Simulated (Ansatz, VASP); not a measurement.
## Ru: VASP beside Ansatz

```
Ru
1.0
     0.00000    1.93595    1.93595
     1.93595    0.00000    1.93595
     1.93595    1.93595    0.00000
Ru
1
Direct
  0.00000 0.00000 0.00000
```

Alike in both runs: functional BLYP; k mesh 14 × 14 × 14; occupations fermi-dirac, width 0.1 eV; no spin polarisation.

Ansatz relaxed the structure, and its values are those at the end. VASP's run is a single point on that final structure, the one shown.

|  | VASP | Ansatz |
| --- | --- | --- |
| version | VASP 6.6.1 | Ansatz 0.2.0 |
| potentials or method | VASP PAW PBE potentials, release 64 (Ru_pv) | plane waves (420 eV) with PAW, scalar-relativistic |
| plane-wave cutoff (eV) | 520 | 420 |
| valence electrons in the cell | 14 | 16 |

```csv
,VASP,Ansatz,Ansatz less VASP
pressure (GPa),0.7,0.0,-0.63
```

The two sets of potentials don't hold the same shells in valence.

Caveats: the PAW data sets were made with another functional, which shifts forces and pressure a little (VASP).
